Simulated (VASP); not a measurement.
GaAs:

```xyz
2
Lattice="0.0000 2.8268 2.8268 2.8268 0.0000 2.8268 2.8268 2.8268 0.0000" Properties=species:S:1:pos:R:3 pbc="T T T"
As    4.2403    4.2403    4.2403
Ga    0.0000    0.0000    0.0000
```

Base run:

```yaml
Program: VASP 6.6.1
Functional: PBE
Potentials_or_basis: VASP PAW PBE potentials, release 64 (As, Ga_d)
Cutoff: 520 eV
k_mesh: 8 × 8 × 8
Occupations: fermi-dirac, width 0.05 eV
Spin: no spin polarisation
```

Its results: band gap on the k mesh 0.52 eV, direct.

Task: After a change of settings the same cell gave: band gap on the k mesh 0.65 eV, direct. Which change was it?
A. functional from PBE to RPBE
B. functional from PBE to PBEsol; further incar settings from ALGO = Fast; EDIFF = 1e-07; NBANDS = 16 to ALGO = Fast; EDIFF = 1e-06
C. functional from PBE to BLYP; further incar settings from ALGO = Fast; EDIFF = 1e-07; NBANDS = 16 to ALGO = Normal; EDIFF = 1e-06

Result: A.
